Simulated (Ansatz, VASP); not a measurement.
S: VASP beside Ansatz

```
S
1.0
     5.66565    0.00000    0.00000
    -2.83282    4.90659    0.00000
     0.00000    0.00000    3.47329
S
3
Direct
  0.00000 0.00000 0.00000
  0.33333 0.66667 0.50000
  0.66667 0.33333 0.50000
```

Alike in both runs: task relaxation of cell and atoms; functional PBEsol; k mesh 6 × 6 × 6; occupations gaussian, width 0.1 eV; no spin polarisation.

|  | VASP | Ansatz |
| --- | --- | --- |
| version | VASP 6.6.1 | Ansatz 0.2.0 |
| potentials or method | VASP PAW PBE potentials, release 64 (S) | scalar-relativistic, plane waves, PAW |
| plane-wave cutoff (eV) | 600 | 420 |
| valence electrons in the cell | 18 | 18 |

Ansatz gave:

| Property | Result |
| --- | --- |
| gap on the k mesh at the Fermi level, each at its own relaxed structure (eV) | none |
| relaxed volume (Å³/atom) | 21.88 |
| relaxed cell length with the largest relative difference (Å) | 5.996 |
| energy change over the relaxation (meV/atom) | -1860 |

Question: Estimate VASP's values.

Answer: gap on the k mesh at the Fermi level, each at its own relaxed structure (eV): none; relaxed volume (Å³/atom): 21.99; relaxed cell length with the largest relative difference (Å): 6.010; energy change over the relaxation (meV/atom): -1859.

A gap of «none» marks a metal or a gap that the smearing closes.

Caveats: the volume moved by over 15 % at a fixed basis, so the end points are rough (VASP); the PAW data sets were made with another functional, which shifts forces and pressure a little (VASP).
